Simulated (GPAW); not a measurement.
Crystal: PbSe (Clausthalite).

```
CELL_PARAMETERS angstrom
0.00000 3.06065 3.06065
3.06065 0.00000 3.06065
3.06065 3.06065 0.00000
ATOMIC_POSITIONS crystal
Pb 0.00000 0.00000 0.00000
Se 0.50000 0.50000 0.50000
```

Base run:

| Quantity | Value |
| --- | --- |
| Program | GPAW 26.7.0 |
| Functional | PBE |
| Potentials or basis | JTH PAW 2.0, PBE |
| Cutoff | 600 eV |
| Basis | pw |
| k mesh | 6 × 6 × 6 |
| Occupations | fermi-dirac, width 0.05 eV |
| Spin | no spin polarisation |

Its results: band gap on the k mesh 0.29 eV, direct; pressure 3.2 GPa.

Question: The run is repeated on the same cell with these changes: potentials or basis from JTH PAW 2.0, PBE to PAW data sets generated in the run's folder for this functional. What comes out?

Answer: Band gap on the k mesh 0.24 eV, direct; pressure 2.2 GPa.

Caveats: spin-orbit coupling is left out, which as a rule narrows the gap of such compounds by several tenths of an eV; the program truncates these outside data sets (some runs).
